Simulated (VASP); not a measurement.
A run of VASP 6.6.1 is set up as follows.

File POSCAR:

```
Sb
1.0
    2.1786571001      1.2578482632      3.7591721045
   -2.1786571001      1.2578482632      3.7591721045
    0.0000000000     -2.5156965264      3.7591721045
  Sb
     2
Direct
     0.2345662259998594    0.2345662259998594    0.2345662259998594
     0.7654337740001407    0.7654337740001407    0.7654337740001407
```

The input INCAR.step1:

```
PREC = Accurate ; ENCUT = 600
EDIFF = 1E-8 ; ISMEAR = 1
SIGMA = 0.2 ; LREAL = False
LASPH = True ; NELM = 80
ALGO = Normal ; ISIF = 3
LWAVE = False ; LCHARG = False
GGA = PE ; PSTRESS = 10.0
KPAR = 2 ; IBRION = 2
NSW = 40 ; EDIFFG = -0.002
```

Contents of INCAR.step2:

```
PREC = Accurate ; ENCUT = 600
EDIFF = 1E-8 ; ISMEAR = 1
SIGMA = 0.2 ; LREAL = False
LASPH = True ; NELM = 80
ALGO = Normal ; ISIF = 2
LWAVE = False ; LCHARG = False
GGA = PE ; PSTRESS = 10.0
KPAR = 2 ; IBRION = 6
NFREE = 2 ; POTIM = 0.015
NSW = 1
```

The input KPOINTS:

```
Automatic mesh
0
Gamma
  19 19 19
```

Potentials or basis: VASP PAW PBE potentials, release 64 (Sb).

Launch:

```sh
$ cat potpaw_PBE.64/Sb/POTCAR > POTCAR
$ cp INCAR.step1 INCAR
$ mpirun -np 2 vasp_std > vasp.out
$ cp CONTCAR POSCAR
$ cp INCAR.step2 INCAR
$ mpirun -np 2 vasp_std > vasp.out
```

(1) What does it give for the highest phonon frequency at Γ?

(2) What does it give for the relaxed cell?

(3) Estimate the relaxed volume.

(4) Predict the space group after relaxing (to 0.05 Å).

Results:

(1) 144 cm⁻¹.

(2) a = 4.521 Å, b = 4.521 Å, c = 4.521 Å, α = 57.61°, β = 57.61°, γ = 57.61°.

(3) 30.88 Å³/atom.

(4) R-3m (No. 166).
